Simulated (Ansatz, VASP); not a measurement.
# WSe2 in two plane-wave programs, part 2 of 2

One calculation is typed for both programs; each brings its own data sets. How far apart do they land? The cell is taken from a series of runs on this material, whose earlier steps may have relaxed, scaled, displaced or heated it; both programs get it as it stands.

VASP 6.6.1 and Ansatz 0.2.0.

So far: Starting point; Ansatz: single point, PBEsol, pair 1; VASP: single point, PBEsol, pair 1; Side by side.

### 5. VASP: single point, PBEsol, pair 2

Level of this step: PBEsol, no spin polarisation; plane waves and PAW (Se, W) (VASP).

With cell and atoms fixed, the geometry can't cause a difference; cores, projectors, grids and the points listed under the comparison can. This pair takes another cell of the material, with 6 atoms against 3 for the pair before.

INCAR

```
SYSTEM = WSe2
PREC = Accurate
ENCUT = 520
EDIFF = 1E-06
NELM = 120
ISMEAR = -1
SIGMA = 0.02
LREAL = .FALSE.
ALGO = Normal
GGA = PS
NBANDS = 24
LASPH = .TRUE.
LORBIT = 11
LWAVE = .FALSE.
LCHARG = .FALSE.
ISIF = 2
LDIPOL = .TRUE.
IDIPOL = 3
DIPOL = 0.5 0.5 0.5
LVHAR = .TRUE.
GGA_COMPAT = .FALSE.
EFERMI = MIDGAP
NELMDL = -8
KPAR = 2
```

POSCAR

```
WSe2
1.0
    3.2356349144      0.0000000000      0.0000000000
   -1.6178174572      2.8021420333      0.0000000000
    0.0000000000      0.0000000000     42.3000000000
Se W
4 2
Direct
    0.3333333333      0.6666666667      0.3868597119
    0.3333333333      0.6666666667      0.4663329842
    0.6666666667      0.3333333333      0.5336670158
    0.6666666667      0.3333333333      0.6131402881
    0.6666666667      0.3333333333      0.4265890927
    0.3333333333      0.6666666667      0.5734109073
```

KPOINTS

```
Automatic mesh
0
Gamma
6 6 1
0 0 0
```

Potentials, in the order of the species: Se and W (PBE family, release 64).

Started as:

```console
$ mpirun -np 2 vasp_std
```

Numbers of over 12 decimals in the logs are rounded to 6 here.

What it wrote:

```text
[banner, memory and clock lines left out]
running    2 mpi-ranks, on    1 nodes
[...]
[... a notice as in an earlier step ...]

 LDA part: xc-table for (Slater+PW92), standard interpolation
 POSCAR, INCAR and KPOINTS ok, starting setup
[...]
entering main loop
       N       E                     dE             d eps       ncg     rms          rms(c)
DAV:   1     0.283259810369E+03    0.28326E+03   -0.12316E+04   336   0.111E+03
DAV:   2    -0.114736754046E+02   -0.29473E+03   -0.28535E+03   504   0.217E+02
DAV:   3    -0.475400941036E+02   -0.36066E+02   -0.35679E+02   424   0.869E+01
DAV:   4    -0.485285780059E+02   -0.98848E+00   -0.98227E+00   472   0.170E+01
[...]
DAV:  23    -0.465842681641E+02   -0.11398E-04   -0.28199E-07   272   0.160E-03    0.123E-03
DAV:  24    -0.465842784818E+02   -0.10318E-04   -0.51444E-07   288   0.169E-03    0.855E-04
DAV:  25    -0.465842792003E+02   -0.71850E-06   -0.32237E-08   224   0.739E-04
   1 F= -.46584279E+02 E0= -.46584279E+02  d E =-.146492E-12
```

From OUTCAR (step 5):

```text
  Total        2.1709113      2.1709113      1.5431609     -0.0000000      0.0000000      0.0000000
  in kB        9.0690676      9.0690676      6.4466155     -0.0000000      0.0000000      0.0000000
  external PRESSURE =       8.1949169 kB  Pullay stress =       0.0000000 kB

 POSITION                                       TOTAL-FORCE (eV/Angst)
 -----------------------------------------------------------------------------------
     -0.00000      1.86809     16.36417        -0.000000     -0.000000     -0.084694
     -0.00000      1.86809     19.72589         0.000000     -0.000000     -0.044751
      1.61782      0.93405     22.57411        -0.000000      0.000000      0.044751
      1.61782      0.93405     25.93583         0.000000      0.000000      0.084694
      1.61782      0.93405     18.04472        -0.000000      0.000000     -0.100436
     -0.00000      1.86809     24.25528        -0.000000     -0.000000      0.100436
 -----------------------------------------------------------------------------------
    total drift:                                0.000000      0.000000     -0.000000

  FREE ENERGIE OF THE ION-ELECTRON SYSTEM (eV)
  ---------------------------------------------------
  free  energy   TOTEN  =       -46.5842792003 eV

  energy  without entropy=      -46.5842792003  energy(sigma->0) =      -46.58427920

[... 3 further parts left out ...]
[key lines of the parts left out:]
E-fermi :  -1.1364
```

### 6. Ansatz: single point, PBEsol, pair 2

The same cell, functional, mesh and smearing now go to Ansatz, which takes its cutoff from its data sets.

The cell is taken from a series of runs on this material, whose earlier steps may have relaxed, scaled, displaced or heated it; both programs get it as it stands.

input.yaml

```yaml
crystal:
  lattice:
    - [3.2356349144, 0.0, 0.0]
    - [-1.6178174572, 2.8021420333, 0.0]
    - [0.0, 0.0, 42.3]
  atoms:
    - { symbol: Se, position: [0.3333333333, 0.6666666667, 0.3868597119] }
    - { symbol: W, position: [0.6666666667, 0.3333333333, 0.4265890927] }
    - { symbol: Se, position: [0.3333333333, 0.6666666667, 0.4663329842] }
    - { symbol: Se, position: [0.6666666667, 0.3333333333, 0.5336670158] }
    - { symbol: W, position: [0.3333333333, 0.6666666667, 0.5734109073] }
    - { symbol: Se, position: [0.6666666667, 0.3333333333, 0.6131402881] }
  periodic: [true, true, false]
kpoints:
  mp_grid: { grid: [6, 6, 1] }
  band_path:
    path:
      - [0, 0, 0]
      - [0.5, 0, 0]
      - [0.3333333333333, 0.3333333333333, 0]
      - [0, 0, 0]
    npoints: 10
hamiltonian:
  xc: pbesol
  pseudopotentials: { kind: paw, azcp: { folder: soft_1 }, xc_functional: pbe }
scf:
  occupations: { method: fermi_dirac, width: 0.02 }
  n_extra_bands: 6
output:
  eigenvalues: true
  forces: true
  stress: true
  write_density: true
  write_potential: true
  elf: true
  volumetric_format: npy
```

Started as:

```console
$ ansatz run input.yaml --threads 2 --pin off --max-ram 92160MiB --backend cuda --events-out ev --progress --plain --runs-dir out --devices 1 --max-vram 13GiB
```

What it wrote:

```text
[...]
GPUs: using 1 of 1 available (devices: 1).
[...]
GPU FFT provider: cuFFT
GPU libraries: cuBLAS 13.8.2, cuFFT 12.4.0, cuSOLVER 12.3.4
Crystal: 6 atoms, lattice volume = 383.522 Å³
Basis set: ecut = 420 eV, 7641 PW (Γ), exchange–correlation on 48×48×576 points (8 copies of the dense FFT grid, shifted against one another)
[...]
k-point 0: bands = [... 42 lower, -6.1883, -6.1883, -5.8266, -4.8569, -2.0388, -2.0388, -1.9512, -1.9512, ... 2 higher]
  k-point 1: bands = [... 42 lower, -6.5678, -6.2474, -5.8749, -5.5273, -3.0231, -2.7233, -2.4652, -2.4154, ... 2 higher]
  k-point 2: bands = [... 42 lower, -6.5323, -6.3368, -6.2626, -6.1231, -3.1172, -2.7351, -2.6855, -2.5799, ... 2 higher]
  k-point 6: bands = [... 42 lower, -7.4969, -7.4969, -5.2435, -5.0285, -3.2764, -3.2764, -2.8378, -1.9787, ... 2 higher]
[key lines of the parts left out:]
SCF converged after 10 iterations
Free energy (F): -42215.496753 eV
Fermi energy:    -4.312453 eV
P = ½ c Tr σ = 4.1302 N/m
```

### 7. Side by side

What differs besides the data sets and the points named for the pairs above, as far as they apply: the data sets hold 92 valence electrons in Ansatz (on its PAW soft_1 files) and 36 in VASP. Total energies have different zeros and are not compared.

Compared:

| quantity | Ansatz | VASP | difference |
| --- | --- | --- | --- |
| gap on the k mesh (eV) | 1.125 | 1.123 | +0.002 |

Forces (eV/Å; atoms numbered as in POSCAR):

```
atom        Ansatz x, y, z          VASP x, y, z
 Se1  0.000, 0.000, -0.095  0.000, 0.000, -0.085
 Se2  0.000, 0.000, -0.035  0.000, 0.000, -0.045
 Se3   0.000, 0.000, 0.035   0.000, 0.000, 0.045
 Se4   0.000, 0.000, 0.095   0.000, 0.000, 0.085
  W5  0.000, 0.000, -0.099  0.000, 0.000, -0.100
  W6   0.000, 0.000, 0.099   0.000, 0.000, 0.100
```

The forces differ by 4.7 meV/Å r.m.s., which is 10.2 % of the r.m.s. force of 0.046 eV/Å (both taken over all components). A gap on the mesh is an upper bound, since the band edges may lie between its points; neither run holds spin-orbit coupling, which can move the band edges of a compound of W. With vacuum in the cell, a pressure given here is an average over mostly empty space and none of the material.

### 8. Ansatz: single point, PBEsol, pair 3

A single point gives forces, pressure and levels at one fixed geometry, so differences don't come from the geometry; what else differs is listed under the comparison.

The cell is taken from a series of runs on this material, whose earlier steps may have relaxed, scaled, displaced or heated it; both programs get it as it stands.

input.yaml, the sections that differ from step 6:

```yaml
kpoints:
  mp_grid: { grid: [12, 12, 1] }
scf:
  occupations: { method: fixed }
  n_extra_bands: 6
output:
  eigenvalues: true
  forces: true
  stress: true
  band_densities: [{ e_range: [-0.08, 0] }, { e_range: [1.07, 1.2] }]
  volumetric_format: npy
# crystal, hamiltonian: as in step 6
```

What it wrote:

```text
[...]
GPUs: using 1 of 1 available (devices: 1).
[...]
GPU FFT provider: cuFFT
GPU libraries: cuBLAS 13.8.2, cuFFT 12.4.0, cuSOLVER 12.3.4
Crystal: 6 atoms, lattice volume = 383.522 Å³
Basis set: ecut = 420 eV, 7641 PW (Γ), exchange–correlation on 48×48×576 points (8 copies of the dense FFT grid, shifted against one another)
[...]
k-point 18: bands = [... 42 lower, -7.4985, -7.4985, -5.2469, -5.0320, -3.2785, -3.2785, -2.8398, -1.9807, ... 2 higher]
--- Band densities, each state counted as filled ---
  window                                       electrons  max residual (eV)  cut levels
  e_range: [-0.08, 0]                           0.013889             1.3e-6           0
  e_range: [1.07, 1.2]                          0.083333             3.2e-6           0
[key lines of the parts left out:]
SCF converged after 10 iterations
Free energy (F): -42215.500440 eV
Fermi energy:    -4.858127 eV
P = ½ c Tr σ = 4.1159 N/m
```

### 9. VASP: single point, PBEsol, pair 3

The same cell, functional and mesh now go to VASP, with its own data sets.

Edit INCAR of step 5 so:

```diff
@@ -5,4 +5,4 @@
 NELM = 120
-ISMEAR = -1
-SIGMA = 0.02
+ISMEAR = 0
+SIGMA = 0.01
 LREAL = .FALSE.
```

POSCAR is that of step 5.

KPOINTS

```
Automatic mesh
0
Gamma
12 12 1
0 0 0
```

Started as:

```console
$ mpirun -np 2 vasp_std
```

What it wrote:

```text
[... set-up lines as in an earlier step ...]
 entering main loop
       N       E                     dE             d eps       ncg     rms          rms(c)
DAV:   1     0.281335431365E+03    0.28134E+03   -0.12231E+04   912   0.111E+03
DAV:   2    -0.102563875829E+02   -0.29159E+03   -0.28134E+03  1432   0.211E+02
DAV:   3    -0.475796173244E+02   -0.37323E+02   -0.36927E+02  1200   0.876E+01
DAV:   4    -0.485326526916E+02   -0.95304E+00   -0.94767E+00  1216   0.171E+01
[...]
DAV:  24    -0.465878366797E+02   -0.97414E-05   -0.40849E-07   760   0.151E-03    0.579E-04
DAV:  25    -0.465878386842E+02   -0.20045E-05   -0.52844E-08   624   0.718E-04    0.627E-04
DAV:  26    -0.465878395940E+02   -0.90982E-06   -0.18485E-08   504   0.452E-04
   1 F= -.46587840E+02 E0= -.46587840E+02  d E =0.000000E+00
```

From OUTCAR (step 9):

```text
  Total        2.1620976      2.1620976      1.5534058     -0.0000000     -0.0000000      0.0000000
  in kB        9.0322478      9.0322478      6.4894141     -0.0000000     -0.0000000      0.0000000
  external PRESSURE =       8.1846366 kB  Pullay stress =       0.0000000 kB

 POSITION                                       TOTAL-FORCE (eV/Angst)
 -----------------------------------------------------------------------------------
     -0.00000      1.86809     16.36417         0.000000      0.000000     -0.085624
     -0.00000      1.86809     19.72589        -0.000000     -0.000000     -0.047357
      1.61782      0.93405     22.57411        -0.000000      0.000000      0.047357
      1.61782      0.93405     25.93583         0.000000     -0.000000      0.085624
      1.61782      0.93405     18.04472        -0.000000      0.000000     -0.099423
     -0.00000      1.86809     24.25528         0.000000     -0.000000      0.099423
 -----------------------------------------------------------------------------------
    total drift:                               -0.000000     -0.000000     -0.000000

  FREE ENERGIE OF THE ION-ELECTRON SYSTEM (eV)
  ---------------------------------------------------
  free  energy   TOTEN  =       -46.5878395940 eV

  energy  without entropy=      -46.5878395940  energy(sigma->0) =      -46.58783959

[... 1 part as in an earlier step ...]

[... 2 further parts left out ...]
[key lines of the parts left out:]
E-fermi :  -1.1377
```

### 10. Differences

What differs besides the data sets and the points named for the pairs above, as far as they apply: fixed occupations in Ansatz, narrow Gaussian smearing in VASP; the data sets hold 92 valence electrons in Ansatz (on its PAW soft_1 files) and 36 in VASP. Total energies have different zeros and are not compared.

The two programs side by side:

```
              quantity  Ansatz   VASP  difference
gap on the k mesh (eV)   1.123  1.121      +0.002
```

Forces (eV/Å; atoms numbered as in POSCAR):

```csv
atom,"Ansatz x, y, z","VASP x, y, z"
Se1,"0.000, 0.000, -0.096","0.000, 0.000, -0.086"
Se2,"0.000, 0.000, -0.038","0.000, 0.000, -0.047"
Se3,"0.000, 0.000, 0.038","0.000, 0.000, 0.047"
Se4,"0.000, 0.000, 0.096","0.000, 0.000, 0.086"
W5,"0.000, 0.000, -0.098","0.000, 0.000, -0.099"
W6,"0.000, 0.000, 0.098","0.000, 0.000, 0.099"
```

The forces differ by 4.8 meV/Å r.m.s., which is 10.3 % of the r.m.s. force of 0.046 eV/Å (both taken over all components). A gap on the mesh is an upper bound, since the band edges may lie between its points; neither run holds spin-orbit coupling, which can move the band edges of a compound of W. With vacuum in the cell, a pressure given here is an average over mostly empty space and none of the material.

### 11. What came out

| Quantity | Value |
| --- | --- |
| difference in gap on the k mesh (single point, PBEsol, pair 1) | 0.0025 eV |
| r.m.s. force difference (single point, PBEsol, pair 2) | 4.7 meV/Å |
| r.m.s. force difference (single point, PBEsol, pair 3) | 4.8 meV/Å |

In words: The r.m.s. force difference is 4.8 meV/Å (single point, PBEsol, pair 3), within the 12 meV/Å picked in this series as the mark of a large difference. The data sets hold unlike numbers of valence electrons (46 in Ansatz and 18 in VASP and 92 in Ansatz and 36 in VASP), so part of the differences comes from the potentials. 3 further runs of this series are not shown here. Such differences can come from data sets, numerical settings and the points named under the comparisons, not from the functional's error against experiment.

[Lines on the potential files, build, host, timing and source positions are cut from VASP's logs without a mark.]

[Logs are printed without paths, hosts, clocks, repeated set-up lines and the standing remarks that a program may print on its own settings, such as how far it seeks lower states.]

[Hosts, paths, dates, database ids (printed as entryN), source tags and the programs' standing remarks are cut or masked in the printed files.]
